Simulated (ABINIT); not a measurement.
# Cu (P-1) in ABINIT: optical spectrum with LDA

Aim: the optical spectrum of Cu with LDA.

All numbers are computed with ABINIT 10.8.3 (patched build); they aren't measurements. Logs are shortened: lines on timing, memory, paths and dates and some standing lists are left out, and cuts for length are marked. The log counts tension as positive stress, the text compression.

**1. Starting point**

The typed cell holds 1 atom: a = 2.565 Å, b = 2.598 Å, c = 2.506 Å, α = 59.95°, β = 60.31°, γ = 59.68°.

**2. Optical spectrum, LDA**

run.abi reads:

```
# Datasets
ndtset 3

# Pseudopotentials
pp_dirpath "./"
pseudos "Cu.hgh"

# Structure
structure "poscar:POSCAR"
natom 1
chkprim 0
chksymtnons 0
tolsym 1.0e-6

# Plane-wave basis
ecut 15.0

# k points
ngkpt 18 16 18
nshiftk 1
shiftk 0.0 0.0 0.0
istwfk *1

# Exchange and correlation
ixc 7

# Bands and occupations
occopt 6
tsmear 0.2 eV

# SCF cycle
nstep 80
nnsclo 3

# Output
iomode 3
prteig 0
prtebands 0

# Dataset 1: ground state
nband1 5
tolvrs1 1.0e-12
prtden1 1
prtwf1 0
kptopt1 1

# Dataset 2: empty bands at fixed density
iscf2 -3
getden2 1
nband2 12
nbdbuf2 4
tolwfr2 1.0e-12
nstep2 120
prtden2 0
kptopt2 1

# Dataset 3: wave functions and velocity matrix elements in the full zone
optdriver3 8
wfk_task3 "wfk_optics_fullbz"
getwfk3 2
nband3 8
kptopt3 1
prtevk3 1
inclvkb3 2
```

POSCAR reads:

```
Cu
1.0
   -0.0044255800      1.7884307700      1.8385346600
    1.8229069400     -0.0174867600      1.8515958300
    1.7828182100      1.7614032200      0.0226019700
Cu
1
Direct
    0.0000000000      0.0000000000      0.0000000000  Cu
```

optic.abi reads:

```
&FILES
 ddkfile_1 = 'runo_DS3_1_EVK.nc',
 ddkfile_2 = 'runo_DS3_2_EVK.nc',
 ddkfile_3 = 'runo_DS3_3_EVK.nc',
 wfkfile = 'runo_DS3_WFK.nc'
/
&PARAMETERS
 broadening = 0.005512,
 domega = 0.002,
 maxomega = 0.8,
 scissor = 0.000000,
 tolerance = 0.002
/
&COMPUTATIONS
 num_lin_comp = 3,
 lin_comp = 11,22,33,
 num_nonlin_comp = 0
/
```

Potentials or basis: HGH LDA.

Launch:

```sh
mpirun --bind-to none -np 4 abinit run.abi > log 2>&1
optic optic.abi > optic.log 2>&1
```

run.abo:

```text
.Version 10.8.3 of ABINIT
 DATASET    1 : space group P-1 (#  2); Bravais aP (primitive triclinic)
================================================================================
 Values of the parameters that define the memory need for DATASET  1.
     intxc =       0    ionmov =       0      iscf =       7    lmnmax =       6
     lnmax =       6     mgfft =      18  mpssoang =       3    mqgrid =    3001
     natom =       1  nloc_mem =       1    nspden =       1   nspinor =       1
    nsppol =       1      nsym =       2    n1xccc =       0    ntypat =       1
    occopt =       6   xclevel =       1
       mpw =         230          nfft =        5832          nkpt =        2596
================================================================================
================================================================================
[... 13 lines left out ...]
 DATASET    3 : space group P-1 (#  2); Bravais aP (primitive triclinic)
================================================================================
 Values of the parameters that define the memory need for DATASET  3.
     intxc =       0    ionmov =       0      iscf =       7    lmnmax =       6
     lnmax =       6     mgfft =      18  mpssoang =       3    mqgrid =    3001
     natom =       1  nloc_mem =       1    nspden =       1   nspinor =       1
    nsppol =       1      nsym =       2    n1xccc =       0    ntypat =       1
    occopt =       6   xclevel =       1
       mpw =         230          nfft =        5832          nkpt =        2596
================================================================================
================================================================================

--------------------------------------------------------------------------------
------------- Echo of variables that govern the present computation ------------
--------------------------------------------------------------------------------
 -outvars: echo values of preprocessed input variables --------
            acell      1.0000000000E+00  1.0000000000E+00  1.0000000000E+00 Bohr
              amu      6.35460000E+01
          chkprim           0
      chksymtnons           0
             ecut      1.50000000E+01 Hartree
           getden1          0
           getden2          1
           getden3          0
           getwfk1          0
           getwfk2          0
           getwfk3          2
             iscf1          7
             iscf2         -3
             iscf3          7
                       outvar_i_n : Printing only first  50 k-points.
              ixc           7
           jdtset        1    2    3
                       outvar_i_n : Printing only first  50 k-points.
         kptrlatt       18    0    0      0   16    0      0    0   18
          kptrlen      7.85643465E+01
            natom           1
            nband1          5
            nband2         12
            nband3          8
           nbdbuf1          0
           nbdbuf2          4
           nbdbuf3          0
           ndtset           3
            ngfft          18      18      18
             nkpt        2596
           nnsclo           3
            nstep1         80
            nstep2        120
            nstep3         80
             nsym           2
           ntypat           1
                       prtocc : prtvol=0, do not print more k-points.
                       prtocc : prtvol=0, do not print more k-points.
                       prtocc : prtvol=0, do not print more k-points.
           occopt           6
        optdriver1          0
        optdriver2          0
        optdriver3          8
           prtden1          1
           prtden2          0
           prtden3          1
        prtebands           0
           prteig           0
           prtevk1          0
           prtevk2          0
           prtevk3          1
            prtwf1          0
            prtwf2          1
            prtwf3          1
            rprim     -8.3631341483E-03  3.3796443504E+00  3.4743269804E+00
                       3.4447948696E+00 -3.3045187229E-02  3.4990090146E+00
                       3.3690381492E+00  3.3285696831E+00  4.2711533206E-02
          spgroup           2
           tolsym      1.00000000E-06
           tolvrs1     1.00000000E-12
           tolvrs2     0.00000000E+00
           tolvrs3     0.00000000E+00
           tolwfr1     0.00000000E+00
           tolwfr2     1.00000000E-12
           tolwfr3     0.00000000E+00
           tsmear      7.34986444E-03 Hartree
            typat      1
         wfk_task1          0
         wfk_task2          0
         wfk_task3          7
                       outvars : Printing only first  50 k-points.
            znucl       29.00000

================================================================================

 chkinp: Checking input parameters for consistency, jdtset=   1.

 chkinp: Checking input parameters for consistency, jdtset=   2.
[... 6 lines left out ...]
--- !DatasetInfo
iteration_state: {dtset: 1, }
dimensions: {natom: 1, nkpt: 2596, mband: 5, nsppol: 1, nspinor: 1, nspden: 1, mpw: 230, }
cutoff_energies: {ecut:  15.0, pawecutdg:  -1.0, }
electrons: {nelect:   1.00000000E+00, charge:   0.00000000E+00, occopt:   6.00000000E+00, tsmear:   7.34986444E-03, }
meta: {optdriver: 0, ionmov: 0, optcell: 0, iscf: 7, paral_kgb: 0, }
[... 137 lines left out ...]
- sigma(1 1)=  7.57044017E+01  sigma(3 2)=  3.65655791E-01
- sigma(2 2)=  7.53407334E+01  sigma(3 1)=  5.15205901E-01
- sigma(3 3)=  7.60721471E+01  sigma(2 1)= -6.84692057E-01

================================================================================
== DATASET  2 ==================================================================

--- !DatasetInfo
iteration_state: {dtset: 2, }
dimensions: {natom: 1, nkpt: 2596, mband: 12, nsppol: 1, nspinor: 1, nspden: 1, mpw: 230, }
cutoff_energies: {ecut:  15.0, pawecutdg:  -1.0, }
electrons: {nelect:   1.00000000E+00, charge:   0.00000000E+00, occopt:   6.00000000E+00, tsmear:   7.34986444E-03, }
meta: {optdriver: 0, ionmov: 0, optcell: 0, iscf: -3, paral_kgb: 0, }
...

 mkfilename : getden/=0, take file _DEN from output of DATASET   1.

 Exchange-correlation functional for the present dataset will be:
  LDA: Perdew-Wang 92 LSD fit to Ceperley-Alder data - ixc=7
  J.P.Perdew and Y.Wang, PRB 45, 13244 (1992)

 Real(R)+Recip(G) space primitive vectors, cartesian coordinates (Bohr,Bohr^-1):
 R(1)= -0.0083631  3.3796444  3.4743270  G(1)= -0.1462142  0.1461270  0.1453288
 R(2)=  3.4447949 -0.0330452  3.4990090  G(2)=  0.1433533 -0.1469346  0.1432754
 R(3)=  3.3690381  3.3285697  0.0427115  G(3)=  0.1498809  0.1506013 -0.1461364
 Unit cell volume ucvol=  7.9664668E+01 bohr^3
 Angles (23,13,12)=  5.99514024E+01  6.03121818E+01  5.96762662E+01 degrees

 getcut: wavevector=  0.0000  0.0000  0.0000  ngfft=  18  18  18
         ecut(hartree)=     15.000   => boxcut(ratio)=   2.10758
--------------------------------------------------------------------------------

================================================================================

--- !BeginCycle
iteration_state: {dtset: 2, }
solver: {iscf: -3, nstep: 120, nline: 4, wfoptalg: 0, }
tolerances: {tolwfr: 1.00E-12, }
...

     iter   Etot(hartree)      deltaE(h)  residm     vres2
 Non-SCF case, kpt    1 (  0.00000  0.00000  0.00000), residuals and eigenvalues=
  3.98E-15  2.12E-14  2.14E-13  8.53E-14  1.46E-13  3.72E-13  1.59E-13  4.86E-13
  2.73E-12  6.90E-09  1.31E-07  1.15E-07
 -3.9951E-01  9.2166E-01  9.4339E-01  9.8021E-01  9.8304E-01  1.0026E+00
  1.0218E+00  1.0694E+00  1.2788E+00  1.3690E+00  1.3925E+00  1.4242E+00
 prteigrs : prtvol=0 or 1, do not print more k-points.

--- !ResultsGS
iteration_state: {dtset: 2, }
comment   : Summary of ground state results
lattice_vectors:
- [ -0.0083631,   3.3796444,   3.4743270, ]
- [  3.4447949,  -0.0330452,   3.4990090, ]
- [  3.3690381,   3.3285697,   0.0427115, ]
lattice_lengths: [   4.84696,    4.91027,    4.73620, ]
lattice_angles: [ 59.951,  60.312,  59.676, ] # degrees, (23, 13, 12)
lattice_volume:   7.9664668E+01
convergence: {deltae:  0.000E+00, res2:  0.000E+00, residm:  1.000E-12, diffor:  0.000E+00, }
etotal    :  -5.10717933E-01
entropy   :   0.00000000E+00
fermie    :  -1.53802715E-01
cartesian_stress_tensor: null
pressure_GPa: null
xred      :
- [  0.0000E+00,   0.0000E+00,   0.0000E+00, Cu]
cartesian_forces: null
force_length_stats: {min: null, max: null, mean: null, }
...

 Integrated electronic density in atomic spheres:
 ------------------------------------------------
 Atom  Sphere_radius  Integrated_density
    1        2.00000          0.33686086
================================================================================

 ----iterations are completed or convergence reached----

 Mean square residual over all n,k,spin=   22.055E-14; max=  10.000E-13
 reduced coordinates (array xred) for    1 atoms
       0.000000000000      0.000000000000      0.000000000000

 cartesian coordinates (angstrom) at end:
    1      0.00000000000000     0.00000000000000     0.00000000000000
 length scales=  1.000000000000  1.000000000000  1.000000000000 bohr
              =  0.529177210544  0.529177210544  0.529177210544 angstroms
 Eigenvalues (hartree) for nkpt=2596  k points:
 kpt#   1, nband= 12, wtk=  0.00019, kpt=  0.0000  0.0000  0.0000 (reduced coord)
  -0.39951    0.92166    0.94339    0.98021    0.98304    1.00261    1.02181    1.06937
   1.27882    1.36895    1.39246    1.42421
      occupation numbers for kpt#   1
   2.00000    0.00000    0.00000    0.00000    0.00000    0.00000    0.00000    0.00000
   0.00000    0.00000    0.00000    0.00000
 prteigrs : prtvol=0 or 1, do not print more k-points.

--- !EnergyTerms
iteration_state     : {dtset: 2, }
comment             : Components of total free energy in Hartree
kinetic             :  2.04361945094370E-01
hartree             :  1.81313044198479E-03
xc                  : -2.14170806444054E-01
Ewald energy        : -3.35586129455707E-01
psp_core            :  2.65320070716216E-02
local_psp           :  3.43123440428963E-02
non_local_psp       : -2.27985956353156E-01
internal            : -5.10723465602045E-01
'-kT*entropy'       :  5.53225676309584E-06
total_energy        : -5.10717933345281E-01
...

--- !EnergyTermsDC
iteration_state     : {dtset: 2, }
comment             : '"Double-counting" decomposition of free energy'
band_energy         : -2.64426439698056E-01
Ewald energy        : -3.35586129455707E-01
psp_core            :  2.65320070716216E-02
xc_dc               :  6.27570966173949E-02
internal            : -5.10723465464746E-01
'-kT*entropy'       :  5.53225676309584E-06
total_energy_dc     : -5.10717933207983E-01
...

================================================================================
== DATASET  3 ==================================================================

--- !DatasetInfo
iteration_state: {dtset: 3, }
dimensions: {natom: 1, nkpt: 2596, mband: 8, nsppol: 1, nspinor: 1, nspden: 1, mpw: 230, }
cutoff_energies: {ecut:  15.0, pawecutdg:  -1.0, }
electrons: {nelect:   1.00000000E+00, charge:   0.00000000E+00, occopt:   6.00000000E+00, tsmear:   7.34986444E-03, }
meta: {optdriver: 8, wfk_task: 7, }
...

 mkfilename : getwfk/=0, take file _WFK from output of DATASET   2.

 Exchange-correlation functional for the present dataset will be:
  LDA: Perdew-Wang 92 LSD fit to Ceperley-Alder data - ixc=7
  J.P.Perdew and Y.Wang, PRB 45, 13244 (1992)

--------------------------------------------------------------------------------

 Computation of velocity matrix elements (DDK)

 Parameters extracted from the Abinit header:
    ecut:     15.0
    nkpt:    5184
    mband:   12
    nsppol:  1
    nspinor: 1
    useylm:  0
    inclvkb: 2
    bmin: 1, bmax: 12
    Computing diagonal and off-diagonal matrix elements
    Between band index bmin: 1, bmax: 12

== END DATASET(S) ==============================================================
================================================================================

 -outvars: echo values of variables after computation  --------
            acell      1.0000000000E+00  1.0000000000E+00  1.0000000000E+00 Bohr
           etotal1    -5.1071793321E-01
           etotal2    -5.1071793321E-01
           etotal3     0.0000000000E+00
            fcart1    -0.0000000000E+00 -0.0000000000E+00 -0.0000000000E+00
            fcart3     0.0000000000E+00  0.0000000000E+00  0.0000000000E+00
            rprim     -8.3631341483E-03  3.3796443504E+00  3.4743269804E+00
                       3.4447948696E+00 -3.3045187229E-02  3.4990090146E+00
                       3.3690381492E+00  3.3285696831E+00  4.2711533206E-02
           strten1     2.5731403118E-03  2.5607794784E-03  2.5856397266E-03
                       1.2428387710E-05  1.7511492648E-05 -2.3272209999E-05
           strten3     0.0000000000E+00  0.0000000000E+00  0.0000000000E+00
                       0.0000000000E+00  0.0000000000E+00  0.0000000000E+00
 Calculation completed.
```

Wall time 42 s (4 MPI ranks of Arm Neoverse V2, shared host); peak memory 1.1 GiB.

What came out:

```yaml
Free_energy: -13.8973 eV
Pressure: -75.7 GPa
Band_gap_on_the_k_mesh: none (metal or under the smearing width)
```

Dielectric function (mean over the directions given):
| energy (eV) | real part | imaginary part |
| --- | --- | --- |
| 0.33 | 1.06 | 0.00 |
| 0.76 | 1.06 | 0.00 |
| 1.31 | 1.06 | 0.00 |
| 1.74 | 1.06 | 0.00 |
| 2.29 | 1.06 | 0.00 |
| 2.83 | 1.07 | 0.00 |
| 3.27 | 1.08 | 0.00 |
| 3.81 | 1.10 | 0.03 |
| 4.25 | 1.09 | 0.01 |
| 4.79 | 1.15 | 0.05 |
| 5.33 | 1.04 | 0.15 |
| 5.77 | 1.03 | 0.06 |
| 6.31 | 1.07 | 0.07 |
| 6.75 | 1.02 | 0.13 |
| 7.29 | 0.99 | 0.06 |
| 7.84 | 1.02 | 0.06 |
| 8.27 | 0.99 | 0.08 |
| 8.82 | 0.97 | 0.05 |
| 9.36 | 1.00 | 0.04 |
| 9.80 | 0.99 | 0.06 |
| 10.34 | 0.97 | 0.04 |
| 10.78 | 0.99 | 0.03 |
| 11.32 | 0.98 | 0.04 |
| 11.86 | 0.98 | 0.02 |
| 12.30 | 0.99 | 0.02 |
| 12.84 | 0.99 | 0.02 |
| 13.28 | 0.98 | 0.02 |
| 13.82 | 0.99 | 0.01 |
| 14.37 | 0.99 | 0.02 |
| 14.80 | 0.99 | 0.01 |
| 15.35 | 0.99 | 0.01 |
| 15.89 | 0.99 | 0.02 |
| 16.33 | 0.99 | 0.02 |
| 16.87 | 0.99 | 0.01 |
| 17.31 | 0.99 | 0.01 |
| 17.85 | 0.99 | 0.01 |
| 18.39 | 1.00 | 0.01 |
| 18.83 | 1.00 | 0.01 |
| 19.38 | 1.00 | 0.01 |
| 19.92 | 1.00 | 0.01 |

Caveat: the intraband (Drude) term is left out; a pressure of tens of GPa on the cell as given is suspect, and the run, the potentials or the cell itself is likely at fault; spectra need much finer meshes, so this one isn't converged; independent-particle spectra lack excitons; HGH potentials are hard and often keep d shells in the core, so these values are rough.
